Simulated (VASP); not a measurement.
# Al8N7 (a cell with a defect) in VASP: relaxation of the atoms with PBE

Aim: the relaxation of the atoms of Al8N7 (a cell with a defect) with PBE.

Everything below comes from runs of VASP 6.6.1. Logs are shortened: lines on timing, memory, paths and dates and some standing lists are left out, and cuts for length are marked.

### 1 The structure

The cell holds a defect, 15 atoms: a = 5.016 Å, b = 6.256 Å, c = 6.256 Å, α = 120.00°, β = 90.00°, γ = 90.00°.

### 2 Relaxation of the atoms, PBE

INCAR reads:

```
SYSTEM = Al8N7
ALGO = Normal ; EDIFF = 1E-6
EDIFFG = -0.025 ; ENCUT = 450
GGA = PE ; IBRION = 2
ICORELEVEL = 1 ; ISIF = 2
ISMEAR = 0 ; ISYM = 0
LASPH = .True. ; LCHARG = .False.
LREAL = Auto ; LWAVE = .False.
NELECT = 58.0 ; NELM = 80
NSW = 70 ; PREC = Normal
SIGMA = 0.01
```

KPOINTS reads:

```
k-points
0
Gamma
  2 2 2
  0 0 0
```

POSCAR reads:

```
Al8N7
1.0
    0.0000000000      0.0000000000      5.0159260000
    6.2557320000      0.0000000000      0.0000000000
   -3.1278660000      5.4176240000      0.0000000000
Al N
8 7
Direct
    0.0056572900      0.1667633500      0.3337226300
    0.9992990000      0.1666665000      0.8333335000
    0.9992990000      0.6666665000      0.3333335000
    0.9992990000      0.6666665000      0.8333335000
    0.4997412700      0.3354019000      0.1764915900
    0.5051675400      0.3386892500      0.6698456800
    0.5049031400      0.8359404500      0.1725983900
    0.4992990000      0.8333335000      0.6666665000
    0.3807010000      0.1666665000      0.8333335000
    0.3807010000      0.6666665000      0.3333335000
    0.3807010000      0.6666665000      0.8333335000
    0.8807010000      0.3333335000      0.1666665000
    0.8807010000      0.3333335000      0.6666665000
    0.8807010000      0.8333335000      0.1666665000
    0.8807010000      0.8333335000      0.6666665000
```

Potentials or basis: VASP PAW PBE potentials, release 64 (Al, N).

On the command line:

```
> cat potpaw_PBE.64/Al/POTCAR potpaw_PBE.64/N/POTCAR > POTCAR
> mpirun -np 4 vasp_std > vasp.out
```

OUTCAR:

```text
SYSTEM = Al8N7
   EDIFF = 1E-6
   EDIFFG = -0.025
   ENCUT = 450
   GGA = PE
   IBRION = 2
   ISIF = 2
   ISMEAR = 0
   ISYM = 0
   LASPH = .True.
   LREAL = Auto
   NELECT = 58.0
   NELM = 80
   NSW = 70
   PREC = Normal

 ion  position               nearest neighbor table
   1  0.006  0.167  0.334-  13 1.91  14 1.91  12 1.91   5 3.04   7 3.08   7 3.09   5 3.09   6 3.10
                             6 3.10   2 3.13   4 3.13   3 3.13   3 3.13   4 3.13   2 3.13
   2  0.999  0.167  0.833-  15 1.90  12 1.90  13 1.90   9 1.91   6 3.07   8 3.09   8 3.09   5 3.12
                             6 3.12   5 3.12   1 3.13   4 3.13   4 3.13   3 3.13   3 3.13   1 3.13
   3  0.999  0.667  0.333-  12 1.90  15 1.90  14 1.90  10 1.91   7 3.06   5 3.08   5 3.09   8 3.09
                             8 3.09   7 3.10   1 3.13   2 3.13   4 3.13   2 3.13   4 3.13   1 3.13
   4  0.999  0.667  0.833-  13 1.90  14 1.90  15 1.90  11 1.91   6 3.05   7 3.09   8 3.09   8 3.09
                             6 3.10   1 3.13   2 3.13   2 3.13   3 3.13   3 3.13   1 3.13   7 3.13
   5  0.500  0.335  0.176-  10 1.89  12 1.91   9 1.95   1 3.04   6 3.08   3 3.08   3 3.09   8 3.09
                             1 3.09   7 3.11   2 3.12   2 3.12   7 3.14   8 3.17   6 3.18
   6  0.505  0.339  0.670-  11 1.88  13 1.88   9 1.92   4 3.05   2 3.07   5 3.08   1 3.10   4 3.10
                             1 3.10   8 3.10   2 3.12   7 3.13   7 3.13   8 3.15   5 3.18
   7  0.505  0.836  0.173-  14 1.89  10 1.89  11 1.94   3 3.06   1 3.08   1 3.09   4 3.09   8 3.10
                             3 3.10   5 3.11   6 3.13   6 3.13   4 3.13   5 3.14   8 3.16
   8  0.499  0.833  0.667-   9 1.90  10 1.90  11 1.90  15 1.91   2 3.09   2 3.09   3 3.09   3 3.09
                             4 3.09   4 3.09   5 3.09   7 3.10   6 3.10   6 3.15   7 3.16   5 3.17
   9  0.381  0.167  0.833-   8 1.90   2 1.91   6 1.92   5 1.95
  10  0.381  0.667  0.333-   5 1.89   7 1.89   8 1.90   3 1.91
  11  0.381  0.667  0.833-   6 1.88   8 1.90   4 1.91   7 1.94
  12  0.881  0.333  0.167-   3 1.90   2 1.90   5 1.91   1 1.91
  13  0.881  0.333  0.667-   6 1.88   4 1.90   2 1.90   1 1.91
  14  0.881  0.833  0.167-   7 1.89   4 1.90   3 1.90   1 1.91
  15  0.881  0.833  0.667-   2 1.90   3 1.90   4 1.90   8 1.91

IMPORTANT INFORMATION: All symmetrisations will be switched off!
NOSYMM: (Re-)initialisation of all symmetry stuff for point group C_1.

----------------------------------------------------------------------------------------

                                     Primitive cell

  volume of cell :     169.9958

  direct lattice vectors                    reciprocal lattice vectors
     0.000000000  0.000000000  5.015926000     0.000000000  0.000000000  0.199364983
     6.255732000  0.000000000  0.000000000     0.159853395  0.092291381  0.000000000
    -3.127866000  5.417624000  0.000000000     0.000000000  0.184582762  0.000000000

  length of vectors
     5.015926000  6.255732000  6.255733012     0.199364983  0.184582792  0.184582762

  position of ions in fractional coordinates (direct lattice)
     0.005657290  0.166763350  0.333722630
     0.999299000  0.166666500  0.833333500
     0.999299000  0.666666500  0.333333500
     0.999299000  0.666666500  0.833333500
     0.499741270  0.335401900  0.176491590
     0.505167540  0.338689250  0.669845680
     0.504903140  0.835940450  0.172598390
     0.499299000  0.833333500  0.666666500
     0.380701000  0.166666500  0.833333500
     0.380701000  0.666666500  0.333333500
     0.380701000  0.666666500  0.833333500
     0.880701000  0.333333500  0.166666500
     0.880701000  0.333333500  0.666666500
     0.880701000  0.833333500  0.166666500
     0.880701000  0.833333500  0.666666500

  ion indices of the primitive-cell ions
   primitive index   ion index
                 1           1
                 2           2
                 3           3
                 4           4
                 5           5
                 6           6
                 7           7
                 8           8
                 9           9
                10          10
                11          11
                12          12
                13          13
                14          14
                15          15

----------------------------------------------------------------------------------------

 KPOINTS: k-points

Automatic generation of k-mesh.
 Grid dimensions read from file:
 generate k-points for:    2    2    2

 Generating k-lattice:

  Cartesian coordinates                     Fractional coordinates (reciprocal lattice)
     0.000000000  0.000000000  0.099682491     0.500000000  0.000000000  0.000000000
     0.079926698  0.046145690  0.000000000     0.000000000  0.500000000  0.000000000
     0.000000000  0.092291381  0.000000000     0.000000000  0.000000000  0.500000000

  Length of vectors
     0.099682491  0.092291396  0.092291381

  Shift w.r.t. Gamma in fractional coordinates (k-lattice)
     0.000000000  0.000000000  0.000000000

 Subroutine IBZKPT returns following result:
 ===========================================

 Found      8 irreducible k-points:

 Following reciprocal coordinates:
            Coordinates               Weight
  0.000000  0.000000  0.000000      1.000000
  0.500000  0.000000  0.000000      1.000000
  0.000000  0.500000  0.000000      1.000000
  0.000000  0.000000  0.500000      1.000000
  0.000000  0.500000  0.500000      1.000000
  0.500000  0.500000  0.000000      1.000000
  0.500000  0.000000  0.500000      1.000000
  0.500000  0.500000  0.500000      1.000000
   k-points           NKPTS =      8   k-points in BZ     NKDIM =      8   number of bands    NBANDS=     40
   number of dos      NEDOS =    301   number of ions     NIONS =     15
   total plane-waves  NPLWV =  28672
   dimension x,y,z NGX =    28 NGY =   32 NGZ =   32
   dimension x,y,z NGXF=    56 NGYF=   64 NGZF=   64
   ions per type =               8   7
   NGX,Y,Z   is equivalent  to a cutoff of   9.28,  8.50,  8.50 a.u.
   NGXF,Y,Z  is equivalent  to a cutoff of  18.56, 17.01, 17.01 a.u.
 SYSTEM =  Al8N7
   PREC   = normal    normal or accurate (medium, high low for compatibility)
   ISTART =      0    job   : 0-new  1-cont  2-samecut
   ICHARG =      2    charge: 1-file 2-atom 10-const
   ISPIN  =      1    spin polarized calculation?
   LNONCOLLINEAR =      F non collinear calculations
   LSORBIT =      F    spin-orbit coupling
   LASPH  =      T    aspherical Exc in radial PAW
   ENCUT  =  450.0 eV  33.07 Ry    5.75 a.u.   8.68 10.82 10.82*2*pi/ulx,y,z
   NELM   =     80;   NELMIN=  2; NELMDL= -5     # of ELM steps
   EDIFF  = 0.1E-05   stopping-criterion for ELM
   LREAL  =      T    real-space projection
   EDIFFG = -.3E-01   stopping-criterion for IOM
   NSW    =     70    number of steps for IOM
   IBRION =      2    ionic relax: 0-MD 1-quasi-New 2-CG
   NFREE  =      1    steps in history (QN), initial steepest desc. (CG)
   ISIF   =      2    stress and relaxation
   ISYM   =      0    0-nonsym 1-usesym 2-fastsym
   POTIM  = 0.5000    time-step for ionic-motion
   TEBEG  =    0.0;   TEEND  =   0.0 temperature during run
   PSTRESS=    0.0 pullay stress
   NELECT =      58.0000    total number of electrons
   NUPDOWN=      -1.0000    fix difference up-down
   EMIN   =  10.00;   EMAX   =-10.00  energy-range for DOS
   EFERMI =   0.00;   METHOD = LEGACY
   ISMEAR =     0;   SIGMA  =   0.01  broadening in eV -4-tet -1-fermi 0-gaus
   EFERMI_NEDOS =   21; number of points for ismear=-14 and -15
   IALGO  =     38    algorithm
   IMIX   =      4    mixing-type and parameters
     AMIX     =   0.40;   BMIX     =  1.00
     AMIX_MAG =   1.60;   BMIX_MAG =  1.00
  volume/ion in A,a.u.               =      11.33        76.48
  Fermi-wavevector in a.u.,A,eV,Ry     =   1.143944  2.161741 17.804693  1.308608
  Thomas-Fermi vector in A             =   2.280638
   LORBIT       =      0    0 simple, 1 ext, 2 COOP (PROOUT), +10 PAW based schemes
   GGA     = PE    functional components
   LHFCALC =     F    Hartree Fock is set to
   AEXX    =    0.0000 exact exchange contribution
   IVDW    =     0    specifies the selected vdW correction
   LEPSILON=     F    determine dielectric tensor
   LRPA    =     F    only Hartree local field effects (RPA)
 conjugate gradient relaxation of ions
 non-spin polarized calculation
 Gauss-broadening in eV      SIGMA  =   0.01
  energy-cutoff  :      450.00
  volume of cell :      170.00
 maximum number of plane-waves:      3726
   NGX = 17   NGY = 21   NGZ = 21

--------------------------------------- Ionic step        1  -------------------------------------------

 number of electron      57.9999975 magnetization

 Free energy of the ion-electron system (eV)
  ---------------------------------------------------
  ext. energy  EPLUGINS =         0.00000000
  ---------------------------------------------------
  free energy    TOTEN  =      -113.81898882 eV

  energy without entropy =     -113.81898882  energy(sigma->0) =     -113.81898882

------------------------ aborting loop because EDIFF is reached ----------------------------------------

  FORCE on cell =-STRESS in cart. coord.  units (eV):
  Direction    XX          YY          ZZ          XY          YZ          ZX
  --------------------------------------------------------------------------------------
  -------------------------------------------------------------------------------------
  Total      -12.1302586    -13.2574443    -13.0842317      0.3823490     -0.2005934     -0.1980465
  in kB     -114.3253464   -124.9488542   -123.3163586      3.6035654     -1.8905544     -1.8665497
  external PRESSURE =    -120.8635197 kB  Pullay stress =       0.0000000 kB
[... 128 lines left out ...]
  FREE ENERGIE OF THE ION-ELECTRON SYSTEM (eV)
  ---------------------------------------------------
  free  energy   TOTEN  =      -113.9847769810 eV

  energy  without entropy=     -113.9847769810  energy(sigma->0) =     -113.98477698

[... ionic steps 4 to 8 ...]

--------------------------------------- Ionic step        9  -------------------------------------------

 number of electron      57.9999987 magnetization

------------------------ aborting loop because EDIFF is reached ----------------------------------------
[... 93 lines left out ...]
--------------------------------------- Ionic step       11  -------------------------------------------

 number of electron      57.9999987 magnetization

 Free energy of the ion-electron system (eV)
  ---------------------------------------------------
  ext. energy  EPLUGINS =         0.00000000
  ---------------------------------------------------
  free energy    TOTEN  =      -114.01319479 eV

  energy without entropy =     -114.01319479  energy(sigma->0) =     -114.01319479

 the core state eigenenergies are
   1-  1s  -1498.0718  2s    -95.3283  2p    -56.7842
   2-  1s  -1497.5141  2s    -94.7940  2p    -56.2483
   3-  1s  -1497.5125  2s    -94.7927  2p    -56.2470
   4-  1s  -1497.5141  2s    -94.7941  2p    -56.2484
   5-  1s  -1498.3231  2s    -95.5088  2p    -56.9681
   6-  1s  -1498.3230  2s    -95.5095  2p    -56.9687
   7-  1s  -1498.3232  2s    -95.5089  2p    -56.9682
   8-  1s  -1497.4782  2s    -94.7606  2p    -56.2148
   9-  1s   -368.2745
  10-  1s   -368.2741
  11-  1s   -368.2743
  12-  1s   -368.3327
  13-  1s   -368.3335
  14-  1s   -368.3331
  15-  1s   -367.8845

 E-fermi :   6.3706     XC(G=0): -10.5406

 val. band max:        6.2788943092   @ k =   0.0000   0.5000   0.0000
 cond. band min:       8.6709037588   @ k =   0.0000   0.5000   0.0000
 fundamental gap:      2.3920094497
 Fermi energy:         6.3705592948

 k-point     1 :       0.0000    0.0000    0.0000
  band No.  band energies     occupation
      1      -9.1825      2.00000
      2      -7.5147      2.00000
      3      -7.5143      2.00000
      4      -7.4072      2.00000
      5      -6.9155      2.00000
      6      -6.8500      2.00000
[... 308 lines left out ...]
  FREE ENERGIE OF THE ION-ELECTRON SYSTEM (eV)
  ---------------------------------------------------
  free  energy   TOTEN  =      -114.0131947850 eV

  energy  without entropy=     -114.0131947850  energy(sigma->0) =     -114.01319479

 reached required accuracy - stopping structural energy minimisation
```

It took 29 s on 4 MPI ranks of Intel Xeon 6975P-C (Granite Rapids), shared host; peak memory 0.11 GiB.

Results:

```yaml
Free_energy: -114.0132 eV
Energy_gained_by_relaxing: 12.9 meV/atom
Ionic_steps: 11
Largest_force_after_relaxing: 0.013 eV/Å
Band_gap_on_the_k_mesh: 2.39 eV, direct
```

Forces on the atoms (eV/Å):
```
Al   0.007  0.002  0.007
Al  -0.006  0.000  0.009
Al  -0.001  0.008 -0.005
Al  -0.004 -0.004 -0.001
Al   0.008 -0.005  0.001
Al   0.001 -0.006 -0.012
Al  -0.007 -0.003  0.005
Al   0.004  0.005 -0.003
N   -0.002 -0.003 -0.003
N    0.001 -0.002  0.003
N    0.003 -0.002 -0.007
N    0.002  0.001 -0.002
N   -0.007  0.002  0.000
N    0.004  0.004  0.002
N   -0.004  0.003  0.005
```

Step by step:
```
step  energy change (eV)  largest force (eV/Å)  pressure (GPa)
   1              0.0000                1.3788          -12.09
   2             -0.1596                0.5116          -10.93
   3             -0.1658                0.3223          -11.16
   4             -0.1838                0.2292          -10.83
   5             -0.1850                0.2055          -10.71
   6             -0.1901                0.1541          -10.58
   7             -0.1907                0.1264          -10.52
   8             -0.1936                0.0565          -10.49
   9             -0.1939                0.0512          -10.47
  10             -0.1942                0.0263          -10.49
  11             -0.1942                0.0133          -10.49
```

Final structure:
```
Al N
1.0
     0.00000    0.00000    5.01593
     6.25573    0.00000    0.00000
    -3.12787    5.41762    0.00000
Al N
8 7
Direct
  0.98362 0.16718 0.33457
  0.00046 0.16414 0.83292
  0.00049 0.66876 0.33762
  0.00059 0.66915 0.83295
  0.50307 0.33767 0.16435
  0.50345 0.33791 0.67575
  0.50298 0.82665 0.16437
  0.50353 0.83403 0.66802
  0.38217 0.16701 0.83452
  0.38207 0.66748 0.33505
  0.38223 0.66759 0.83452
  0.88346 0.33345 0.16823
  0.88361 0.33377 0.66715
  0.88337 0.83463 0.16819
  0.88247 0.83405 0.66778
```

Core levels (eV, on the scale of the bands):
| atom | levels |
| --- | --- |
| 1 Al | 1s -1498.1, 2s -95.3, 2p -56.8 |
| 2 Al | 1s -1497.5, 2s -94.8, 2p -56.2 |
| 3 Al | 1s -1497.5, 2s -94.8, 2p -56.2 |
| 4 Al | 1s -1497.5, 2s -94.8, 2p -56.2 |
| 5 Al | 1s -1498.3, 2s -95.5, 2p -57.0 |
| 6 Al | 1s -1498.3, 2s -95.5, 2p -57.0 |

Caveat: the k mesh is coarse (spacing up to 0.63 Å⁻¹), so the values aren't converged; the cell is charged against a uniform background, so pressure and absolute levels hang on convention; the cutoff is under 1.25 times the usual one of these potentials, so pressure, stress and relaxed cells hold a basis-set (Pulay) error.
